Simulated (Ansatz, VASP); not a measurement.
# BaZrO3: VASP beside Ansatz

INCAR

```
ALGO = Normal ; EDIFF = 1E-6
ENCUT = 520 ; GGA = PS
ISIF = 2 ; ISMEAR = 0
LASPH = True ; LCHARG = True
LELF = True ; LREAL = False
LVHAR = True ; LWAVE = False
NBANDS = 28 ; NELM = 100
PREC = Accurate ; SIGMA = 0.01
```

The input KPOINTS:

```
k-points
0
Gamma
  4 4 4
```

File POSCAR:

```
BaZrO3
1.0
    4.2259807445      0.0000000000      0.0000000000
    0.0000000000      4.2259807445      0.0000000000
    0.0000000000      0.0000000000      4.2259807445
Ba Zr O
1 1 3
Direct
    0.0000000000      0.0000000000      0.0000000000
    0.5000000000      0.5000000000      0.5000000000
    0.0000000000      0.5000000000      0.5000000000
    0.5000000000      0.0000000000      0.5000000000
    0.5000000000      0.5000000000      0.0000000000
```

Input for Ansatz:

```yaml
crystal:
  lattice:
    - [4.225980744464325, 0.0, 0.0]
    - [0.0, 4.225980744464325, 0.0]
    - [0.0, 0.0, 4.225980744464325]
  atoms:
    - { symbol: Ba, position: [0.0, 0.0, 0.0] }
    - { symbol: Zr, position: [0.5, 0.5, 0.5] }
    - { symbol: O, position: [0.0, 0.5, 0.5] }
    - { symbol: O, position: [0.5, 0.0, 0.5] }
    - { symbol: O, position: [0.5, 0.5, 0.0] }
basis:
  ecutwfc: 500.0
kpoints:
  mp_grid:
    grid: [4, 4, 4]
hamiltonian:
  xc: pbesol
scf:
  occupations:
    method: fixed
output:
  stress: true
```

Alike in both runs: task single point; functional PBEsol; k mesh 4 × 4 × 4; no spin polarisation.

```csv
,VASP,Ansatz
version,VASP 6.6.1,Ansatz 0.2.0
potentials or method,"VASP PAW PBE potentials, release 64 (Ba_sv, Zr_sv, O)","plane waves, PAW"
plane-wave cutoff (eV),520,500
occupations,"gaussian, width 0.01 eV",fixed
valence electrons in the cell,40,40
```

VASP gave:

* pressure (GPa): -3.9

Problem. What did Ansatz give for the same quantities?

Solution. Pressure (GPa): -4.9.

Caveats: the PAW data sets were made with another functional, which shifts forces and pressure a little (VASP). A k mesh can miss the band edges.
